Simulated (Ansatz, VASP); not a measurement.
## Two plane-wave programs on CdSe

```
Cd Se
1.0
    -0.00963    2.98797    2.97150
     2.99995   -0.02428    2.98616
     2.98975    2.99242   -0.01408
Cd Se
1 1
Direct
  0.00675 0.95883 0.03120
  0.49325 0.54117 0.46880
```

Change from the starting cell: all atoms moved at random, cell strained at random.

Alike in both runs: task single point; functional PBEsol; k mesh 10 × 10 × 10; occupations gaussian, width 0.1 eV; no spin polarisation.

|  | VASP | Ansatz |
| --- | --- | --- |
| version | VASP 6.6.1 | Ansatz 0.2.0 |
| potentials or method | VASP PAW PBE potentials, release 64 (Cd, Se) | scalar-relativistic, plane waves, PAW |
| plane-wave cutoff (eV) | 520 | 420 |
| valence electrons in the cell | 18 | 36 |

VASP gave:

| Quantity | Value |
| --- | --- |
| gap on the k mesh at the Fermi level (eV) | none |
| pressure (GPa) | -7.0 |
| largest component of the traceless stress (GPa) | 1.16 |
| rms of the force components (eV/Å) | 0.044 |

Q: Which values does Ansatz return?

A: gap on the k mesh at the Fermi level (eV): none; pressure (GPa): -7.2; largest component of the traceless stress (GPa): 1.13; rms of the force components (eV/Å): 0.054.

Atom by atom the forces differ by 0.011 eV/Å (rms over components). A gap of «none» marks a metal or a gap that the smearing closes. The functional is the same, so the differences come from potentials, cutoffs and numerics. The two sets of potentials don't hold the same shells in valence.

Caveats: the PAW data sets were made with another functional, which shifts forces and pressure a little (VASP).
